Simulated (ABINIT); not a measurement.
**BaO (Fm-3m): G0W0 in ABINIT against the screening cutoff in the self-energy**

How does the gap of BaO (Fm-3m) converge in the screening cutoff in the self-energy?

Program: ABINIT 10.8.3. Level of theory: LDA and many-body steps on it, plane waves. Results are calculated unless marked as measured.

The database entry behind the starting cell differs from later determinations by our own check (about 0.7 % short), so it need not match the best structure at ambient conditions.

### 1. Set-up

It takes space group Fm-3m (No. 225, cubic). The conventional cell has a = 5.500 Å, b = 5.500 Å, c = 5.500 Å, α = 90.00°, β = 90.00°, γ = 90.00°. Nearest to Ba lie 6 O at 2.75 Å. O has 6 Ba at 2.75 Å nearest. Farther neighbours and most contacts between anions are not listed.

As a file:

```cif
data_structure
_symmetry_space_group_name_H-M 'P 1'
_symmetry_Int_Tables_number 1
_cell_length_a 3.8891
_cell_length_b 3.8891
_cell_length_c 3.8891
_cell_angle_alpha 60.000
_cell_angle_beta 60.000
_cell_angle_gamma 60.000
_cell_volume 41.59
loop_
_atom_site_label
_atom_site_type_symbol
_atom_site_fract_x
_atom_site_fract_y
_atom_site_fract_z
_atom_site_occupancy
Ba1 Ba 0.00000 0.00000 0.00000 1
O2 O 0.50000 0.50000 0.50000 1
```

The cell and positions come from the Crystallography Open Database and are kept as given unless a step says otherwise. Spin-orbit coupling is left out unless a step names it.

### 2. Screening, 4×4×4 mesh, 102 bands, screening to 176.9 eV

This step: ABINIT 10.8.3; RPA screening on LDA, plane waves, norm-conserving pseudopotentials.

The RPA dielectric matrix is built and inverted for each q.

Contents of run.abi:

```
acell 3*1.0 Angstrom
rprim 
  -0.000000000000 2.750000000000 2.750000000000
  2.750000000000 -0.000000000000 2.750000000000
  2.750000000000 2.750000000000 -0.000000000000
ntypat 2
znucl 56 8
natom 2
typat 1 2
xred 
  0.000000000000 0.000000000000 0.000000000000
  0.500000000000 0.500000000000 0.500000000000
pp_dirpath "pseudos"
pseudos "Ba.upf, O.upf"
ecut 36
ngkpt 4 4 4
nshiftk 1
shiftk 0 0 0
kptopt 1
chksymbreak 0
istwfk *1
occopt 1
irdwfk 1
optdriver 3
nband 102
ecuteps 6.5
inclvkb 2
awtr 1
symchi 1
indata_prefix "in"
outdata_prefix "out"
tmpdata_prefix "tmp"
```

Command:

```console
OMP_NUM_THREADS=1 mpirun -n 4 abinit run.abi > log
```

What it wrote:

```text
.Version 10.8.3 of ABINIT. v10.8.2 released Aug 2026.

 Symmetries : space group Fm -3 m (#225); Bravais cF (face-center cubic)
[... echo of the input left out ...]
== DATASET  1 ==================================================================
-   mpi_nproc: 4, omp_nthreads: 1 (-1 if OMP is not activated)

--- !DatasetInfo
iteration_state: {dtset: 1, }
dimensions: {natom: 2, nkpt: 8, mband: 102, nsppol: 1, nspinor: 1, nspden: 1, mpw: 2914, }
cutoff_energies: {ecut:  36.0, pawecutdg:  -1.0, }
electrons: {nelect:   1.60000000E+01, charge:   0.00000000E+00, occopt:   1.00000000E+00, tsmear:   1.00000000E-02, }

 SCREENING: Calculation of the susceptibility and dielectric matrices

 Based on a program developped by R.W. Godby, V. Olevano, G. Onida, and L. Reining.
 Incorporated in ABINIT by V. Olevano, G.-M. Rignanese, and M. Torrent.
.Using double precision arithmetic ; gwpc =  8

[... cell and pseudopotentials left out ...]
--------------------------------------------------------------------------------

 ==== K-mesh for the wavefunctions ====
 Number of points in the irreducible wedge :     8
[... list of points left out ...]
 Together with 48 symmetry operations and time-reversal symmetry
 yields    64 points in the full Brillouin Zone.

 ==== Q-mesh for the screening function ====
 Number of points in the irreducible wedge :     8
[... list of points left out ...]
 Together with 48 symmetry operations and time-reversal symmetry
 yields    64 points in the full Brillouin Zone.

 setmesh: FFT mesh size selected  =    30x   30x   30
          total number of points  =        27000

 vcoul_init : cutoff-mode = AUXILIARY_FUNCTION
 q-points for optical limit:   1
     1)      0.000010    0.000020    0.000030

- screening: taking advantage of time-reversal symmetry
- Maximum band index for partially occupied states nbvw = 8
- Remaining bands to be divided among processors   nbcw = 94
- Number of bands treated by each node ~23

 Number of electrons calculated from density =   16.0000; Expected =   16.0000
 average of density, n =  0.057003
 r_s =    1.6119
 omega_plasma =   23.0305 [eV]

 calculating chi0 at frequencies [eV] :
  1    0.000000E+00    0.000000E+00
  2    0.000000E+00    2.303049E+01

--------------------------------------------------------------------------------
  q-point number  1        q = ( 0.000000, 0.000000, 0.000000) [r.l.u.]
--------------------------------------------------------------------------------
[... chi0 elements left out ...]
 For q-point:  0.000010 0.000020 0.000030
  dielectric constant =   4.3399
  dielectric constant without local fields =   4.8304

  Average fulfillment of the sum rule on Im[epsilon] for q-point    1 :     81.48  [%]
[... wings left out ...]
  q-point number  2        q = ( 0.250000, 0.000000, 0.000000) [r.l.u.]
--------------------------------------------------------------------------------
[... chi0 elements left out ...]
  Average fulfillment of the sum rule on Im[epsilon] for q-point    2 :     92.91  [%]

 [... 6 further q-points ...]
```

It took 16 s on 4 MPI ranks of Arm Neoverse V2, shared host; peak memory 0.81 GiB; 65 s of CPU time.

This step gave:

```
ε∞ with local fields, on this mesh, along the program's q direction : 4.340
the same without local fields                                       : 4.830
plasma frequency                                                    : 23.03 eV
plane waves in the screening matrix                                 : 229
```

Local fields lower ε∞ by 10 %. On a Γ-centred mesh this coarse the value itself is usually too large, while a short band sum pulls it down.

### 3. 0.7 Ha

This step: G0W0 on LDA, plane waves, norm-conserving pseudopotentials.

run.abi, as its differences from that of step 2:

```diff
@@ -23,8 +23,17 @@
 irdwfk 1
-optdriver 3
+optdriver 4
 nband 102
-ecuteps 6.5
-inclvkb 2
-awtr 1
-symchi 1
+gwcalctyp 0
+ecutsigx 36
+symsigma 1
+nkptgw 2
+kptgw 
+  0.5000000000 0.5000000000 0.0000000000
+  0.0000000000 0.0000000000 0.0000000000
+bdgw 
+  6 10
+  6 12
+ecuteps 0.7
+irdscr 1
+ppmodel 1
 indata_prefix "in"
```

What it wrote:

```text
.Version 10.8.3 of ABINIT. v10.8.2 released Aug 2026.

 Symmetries : space group Fm -3 m (#225); Bravais cF (face-center cubic)
[... echo of the input left out ...]
== DATASET  1 ==================================================================
-   mpi_nproc: 4, omp_nthreads: 1 (-1 if OMP is not activated)

--- !DatasetInfo
iteration_state: {dtset: 1, }
dimensions: {natom: 2, nkpt: 8, mband: 102, nsppol: 1, nspinor: 1, nspden: 1, mpw: 2914, }
cutoff_energies: {ecut:  36.0, pawecutdg:  -1.0, }
electrons: {nelect:   1.60000000E+01, charge:   0.00000000E+00, occopt:   1.00000000E+00, tsmear:   1.00000000E-02, }

 SIGMA: Calculation of the GW corrections

 Based on a program developped by R.W. Godby, V. Olevano, G. Onida, and L. Reining.
 Incorporated in ABINIT by V. Olevano, G.-M. Rignanese, and M. Torrent.
.Using double precision arithmetic ; gwpc =  8

[... cell and pseudopotentials left out ...]
--------------------------------------------------------------------------------

 ==== K-mesh for the wavefunctions ====
 Number of points in the irreducible wedge :     8
[... list of points left out ...]
 Together with 48 symmetry operations and time-reversal symmetry
 yields    64 points in the full Brillouin Zone.

 ==== Q-mesh for screening function ====
 Number of points in the irreducible wedge :     8
[... list of points left out ...]
 Together with 48 symmetry operations and time-reversal symmetry
 yields    64 points in the full Brillouin Zone.

 vcoul_init : cutoff-mode = AUXILIARY_FUNCTION
 q-points for optical limit:   1
     1)      0.000010    0.000020    0.000030
 setmesh: FFT mesh size selected  =    40x   40x   40
          total number of points  =        64000

 Number of electrons calculated from density =   16.0000; Expected =   16.0000
 average of density, n =  0.057003
 r_s =    1.6119
 omega_plasma =   23.0305 [eV]

 === KS Band Gaps ===
  >>>> For spin  1
   Minimum direct gap =   1.8012 [eV], located at k-point      :   0.5000  0.5000  0.0000
   Fundamental gap    =   1.8012 [eV], Top of valence bands at :   0.5000  0.5000  0.0000
                                       Bottom of conduction at :   0.5000  0.5000  0.0000
 SIGMA fundamental parameters:
 PLASMON POLE MODEL  1
 number of plane-waves for SigmaX                 2891
 number of plane-waves for SigmaC and W              9
 number of plane-waves for wavefunctions          2891
 number of bands                                   102
 number of independent spin polarizations            1
 number of spinorial components                      1
 number of k-points in IBZ                           8
 number of q-points in IBZ                           8
 number of symmetry operations                      48
 number of k-points in BZ                           64
 number of q-points in BZ                           64
 number of frequencies for dSigma/dE                 9
 frequency step for dSigma/dE [eV]                0.25
 number of omega for Sigma on real axis              0
 max omega for Sigma on real axis  [eV]           0.00
 zcut for avoiding poles [eV]                     0.10

 EPSILON^-1 parameters (SCR file):
 dimension of the eps^-1 matrix on file            229
 dimension of the eps^-1 matrix used                 9
 number of plane-waves for wavefunctions          2891
 number of bands                                   102
 number of q-points in IBZ                           8
 number of frequencies                               2
 number of real frequencies                          1
 number of imag frequencies                          1

 matrix elements of self-energy operator (all in [eV])

 Perturbative Calculation

--- !SelfEnergy_ee
iteration_state: {dtset: 1, }
kpoint     : [   0.500,    0.500,    0.000, ]
spin       : 1
KS_gap     :    1.801
QP_gap     :    4.238
Delta_QP_KS:    2.437
data: !SigmaeeData |
     Band     E0 <VxcDFT>   SigX SigC(E0)      Z dSigC/dE  Sig(E)    E-E0       E
        6   5.226 -18.429 -23.463   3.362   0.837  -0.195 -19.829  -1.399   3.827
        7   5.226 -18.429 -23.463   3.362   0.837  -0.195 -19.829  -1.399   3.827
        8   5.446 -18.417 -23.293   3.274   0.840  -0.191 -19.762  -1.345   4.102
        9   7.248  -9.085  -4.483  -3.332   0.860  -0.163  -7.993   1.092   8.340
       10  11.511 -11.877  -6.696  -3.419   0.858  -0.166 -10.366   1.512  13.023

--- !SelfEnergy_ee
iteration_state: {dtset: 1, }
kpoint     : [   0.000,    0.000,    0.000, ]
spin       : 1
KS_gap     :    3.878
QP_gap     :    6.408
Delta_QP_KS:    2.530
data: !SigmaeeData |
     Band     E0 <VxcDFT>   SigX SigC(E0)      Z dSigC/dE  Sig(E)    E-E0       E
        6   4.993 -18.277 -23.455   3.445   0.835  -0.198 -19.723  -1.446   3.547
[...]
10  10.087 -10.115  -4.929  -3.540   0.857  -0.167  -8.704   1.410  11.497
       11  10.087 -10.115  -4.929  -3.540   0.857  -0.167  -8.704   1.410  11.497
       12  10.087 -10.115  -4.929  -3.540   0.857  -0.167  -8.704   1.410  11.497

== END DATASET(S) ==============================================================
================================================================================

 -outvars: echo values of variables after computation  --------
           etotal      0.0000000000E+00
            nband         102
             nkpt           8
          spgroup         225
 [... the other variables as echoed above ...]

 Calculation completed.
```

The job ended after 2.7 s (4 MPI ranks; peak memory 0.15 GiB; 11 s of CPU time).

Numbers from this step:

```
G0W0 gap on the points computed              : 4.238 eV
starting gap on the mesh                     : 1.801 eV
k of the valence top                         : 0.5, 0.5, 0
k of the conduction bottom                   : 0.5, 0.5, 0
Z at the valence top                         : 0.84
Z at the conduction bottom                   : 0.86
least direct G0W0 gap on the computed points : 4.238 eV
```

### 4. 1.3 Ha

run.abi, as its differences from that of step 3:

```diff
@@ -35,3 +35,3 @@
   6 12
-ecuteps 0.7
+ecuteps 1.3
 irdscr 1
```

What it wrote:

```text
.Version 10.8.3 of ABINIT. v10.8.2 released Aug 2026.

 Symmetries : space group Fm -3 m (#225); Bravais cF (face-center cubic)
[... echo of the input left out ...]
== DATASET  1 ==================================================================
-   mpi_nproc: 4, omp_nthreads: 1 (-1 if OMP is not activated)

--- !DatasetInfo
iteration_state: {dtset: 1, }
dimensions: {natom: 2, nkpt: 8, mband: 102, nsppol: 1, nspinor: 1, nspden: 1, mpw: 2914, }
cutoff_energies: {ecut:  36.0, pawecutdg:  -1.0, }
electrons: {nelect:   1.60000000E+01, charge:   0.00000000E+00, occopt:   1.00000000E+00, tsmear:   1.00000000E-02, }

 SIGMA: Calculation of the GW corrections

 Based on a program developped by R.W. Godby, V. Olevano, G. Onida, and L. Reining.
 Incorporated in ABINIT by V. Olevano, G.-M. Rignanese, and M. Torrent.
.Using double precision arithmetic ; gwpc =  8

[... cell and pseudopotentials left out ...]
--------------------------------------------------------------------------------

 ==== K-mesh for the wavefunctions ====
 Number of points in the irreducible wedge :     8
[... list of points left out ...]
 Together with 48 symmetry operations and time-reversal symmetry
 yields    64 points in the full Brillouin Zone.

 ==== Q-mesh for screening function ====
 Number of points in the irreducible wedge :     8
[... list of points left out ...]
 Together with 48 symmetry operations and time-reversal symmetry
 yields    64 points in the full Brillouin Zone.

 vcoul_init : cutoff-mode = AUXILIARY_FUNCTION
 q-points for optical limit:   1
     1)      0.000010    0.000020    0.000030
 setmesh: FFT mesh size selected  =    40x   40x   40
          total number of points  =        64000

 Number of electrons calculated from density =   16.0000; Expected =   16.0000
[...]
number of omega for Sigma on real axis              0
 max omega for Sigma on real axis  [eV]           0.00
 zcut for avoiding poles [eV]                     0.10

 EPSILON^-1 parameters (SCR file):
 dimension of the eps^-1 matrix on file            229
 dimension of the eps^-1 matrix used                15
 number of plane-waves for wavefunctions          2891
 number of bands                                   102
 number of q-points in IBZ                           8
 number of frequencies                               2
 number of real frequencies                          1
 number of imag frequencies                          1

 matrix elements of self-energy operator (all in [eV])

 Perturbative Calculation

--- !SelfEnergy_ee
iteration_state: {dtset: 1, }
kpoint     : [   0.500,    0.500,    0.000, ]
spin       : 1
KS_gap     :    1.801
QP_gap     :    3.699
Delta_QP_KS:    1.898
data: !SigmaeeData |
     Band     E0 <VxcDFT>   SigX SigC(E0)      Z dSigC/dE  Sig(E)    E-E0       E
        6   5.226 -18.429 -23.463   3.752   0.815  -0.227 -19.474  -1.045   4.182
        7   5.226 -18.429 -23.463   3.752   0.815  -0.227 -19.474  -1.045   4.182
        8   5.446 -18.417 -23.293   3.632   0.818  -0.222 -19.435  -1.017   4.429
[...]
--- !SelfEnergy_ee
iteration_state: {dtset: 1, }
kpoint     : [   0.000,    0.000,    0.000, ]
spin       : 1
KS_gap     :    3.878
QP_gap     :    5.679
Delta_QP_KS:    1.801
data: !SigmaeeData |
     Band     E0 <VxcDFT>   SigX SigC(E0)      Z dSigC/dE  Sig(E)    E-E0       E
[...]
11  10.087 -10.115  -4.929  -3.796   0.847  -0.180  -8.937   1.178  11.265
       12  10.087 -10.115  -4.929  -3.796   0.847  -0.180  -8.937   1.178  11.265

== END DATASET(S) ==============================================================
================================================================================

 -outvars: echo values of variables after computation  --------
           etotal      0.0000000000E+00
            nband         102
             nkpt           8
          spgroup         225
 [... the other variables as echoed above ...]

 Calculation completed.
```

Run time: 2.7 s. Hardware: 4 MPI ranks; peak memory 0.15 GiB.

Numbers from this step:

- G0W0 gap on the points computed: 3.699 eV
- starting gap on the mesh: 1.801 eV
- k of the valence top: 0.5, 0.5, 0
- k of the conduction bottom: 0.5, 0.5, 0
- Z at the valence top: 0.818
- Z at the conduction bottom: 0.85
- least direct G0W0 gap on the computed points: 3.699 eV

### 5. 2.3 Ha

The self-energy is evaluated for the states that the input lists, and the levels follow from it, in one-shot runs by the linearised quasiparticle equation.

run.abi, as its differences from that of step 4:

```diff
@@ -35,3 +35,3 @@
   6 12
-ecuteps 1.3
+ecuteps 2.3
 irdscr 1
```

What it wrote:

```text
.Version 10.8.3 of ABINIT. v10.8.2 released Aug 2026.

 Symmetries : space group Fm -3 m (#225); Bravais cF (face-center cubic)
[... echo of the input left out ...]
== DATASET  1 ==================================================================
-   mpi_nproc: 4, omp_nthreads: 1 (-1 if OMP is not activated)

--- !DatasetInfo
iteration_state: {dtset: 1, }
dimensions: {natom: 2, nkpt: 8, mband: 102, nsppol: 1, nspinor: 1, nspden: 1, mpw: 2914, }
cutoff_energies: {ecut:  36.0, pawecutdg:  -1.0, }
[...]
Band     E0 <VxcDFT>   SigX SigC(E0)      Z dSigC/dE  Sig(E)    E-E0       E
[...]
11  10.087 -10.115  -4.929  -4.026   0.841  -0.189  -9.139   0.976  11.062
       12  10.087 -10.115  -4.929  -4.026   0.841  -0.189  -9.139   0.976  11.062

== END DATASET(S) ==============================================================
================================================================================

 -outvars: echo values of variables after computation  --------
           etotal      0.0000000000E+00
            nband         102
             nkpt           8
          spgroup         225
 [... the other variables as echoed above ...]

 Calculation completed.
```

Wall time 3 s (4 MPI ranks); peak memory 0.15 GiB.

This step gave:

| Item | Value |
| --- | --- |
| G0W0 gap on the points computed | 3.21 eV |
| starting gap on the mesh | 1.801 eV |
| k of the valence top | 0.5, 0.5, 0 |
| k of the conduction bottom | 0.5, 0.5, 0 |
| least direct G0W0 gap on the computed points | 3.21 eV |

The gap on the mesh goes from 1.80 eV to 3.21 eV, a correction of +1.41 eV.

(Continued in part 2 of 2.)

[Paths, hosts, dates, memory and timing lines, banners, echoed tables and standing remarks are left out of the program output.]

[Logs are printed without paths, hosts, clocks, repeated set-up lines and the standing remarks that a program may print on its own settings, such as how far it seeks lower states.]

[Runs of the session that timed out or met a known fault of the program may be left out.]

[Hosts, paths, dates, database ids (printed as entryN), source tags and the programs' standing remarks are cut or masked in the printed files.]

[G0W0 gaps are taken among the corrected bands and points alone; a level outside them can change the order at an edge.]

[Where Ansatz stands beside ABINIT at settings called matched, ABINIT's density can come from a denser mesh and the files from another edition; pairs whose starting gaps differed by over 0.03 eV were left out, so agreement reads better than it is.]
